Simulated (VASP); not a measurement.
# SnTe2 in VASP 6.6.1, single-point calculation

INCAR

```
SIGMA = 0.02
IBRION = -1
LWAVE = .FALSE.
ISMEAR = -1
EDIFF = 1E-7
LREAL = .FALSE.
PREC = Normal
NELECT = 26.02
LCHARG = .FALSE.
ISIF = 2
NSW = 0
LASPH = .TRUE.
GGA = PS
ENCUT = 520
NBANDS = 20
NELM = 83
```

KPOINTS

```
KPOINTS created by Atomic Simulation Environment
0
Gamma
6 6 6
0 0 0
```

POSCAR

```
Sn Te
 1.0000000000000000
    -0.0000000000000000    3.7010376708088639    3.7010376708088639
     3.7010376708088639   -0.0000000000000000    3.7010376708088639
     3.7010376708088639    3.7010376708088639   -0.0000000000000000
 Sn  Te
   1   2
Cartesian
  0.0000000000000000  0.0000000000000000 -0.0000000000000000
  1.8505188354044317  1.8505188354044317  1.8505188354044317
  5.5515565062132950  5.5515565062132950  5.5515565062132950
```

The recommended PBE PAW datasets give the neutral cell 26 valence electrons.

Command

```
mpirun -np 1 vasp_std
```

Question: How does this run end, and what does it give?

Answer: It converged. Results: pressure -1.4 GPa.

OSZICAR

```
N       E                     dE             d eps       ncg     rms          rms(c)
DAV:   1     0.174730758093E+03    0.17473E+03   -0.11303E+04   652   0.131E+03
DAV:   2     0.819960131419E+01   -0.16653E+03   -0.16185E+03   668   0.335E+02
DAV:   3    -0.100792310702E+02   -0.18279E+02   -0.17848E+02   816   0.101E+02
DAV:   4    -0.107877070956E+02   -0.70848E+00   -0.70658E+00   728   0.202E+01
DAV:   5    -0.108148219383E+02   -0.27115E-01   -0.27113E-01   864   0.422E+00    0.648E+00
DAV:   6    -0.107916513962E+02    0.23171E-01   -0.47326E-02   752   0.216E+00    0.413E+00
DAV:   7    -0.107875537634E+02    0.40976E-02   -0.30044E-02   768   0.147E+00    0.158E-01
DAV:   8    -0.107867342571E+02    0.81951E-03   -0.56836E-03   732   0.786E-01    0.978E-02
DAV:   9    -0.107868343175E+02   -0.10006E-03   -0.30697E-04   688   0.114E-01    0.478E-02
DAV:  10    -0.107868358973E+02   -0.15798E-05   -0.10944E-05   764   0.227E-02    0.181E-02
DAV:  11    -0.107868394328E+02   -0.35354E-05   -0.67275E-06   676   0.122E-02    0.812E-03
DAV:  12    -0.107868394548E+02   -0.21998E-07   -0.26731E-07   620   0.514E-03
   1 F= -.10786839E+02 E0= -.10784385E+02  d E =-.490920E-02
```

The cell is charged and sits in a uniform background.

For comparison, a separate PBEsol run of the intended cell, on usual settings and not on those above, gives a gap of -2.03 eV on its mesh and a pressure of -1.8 GPa.
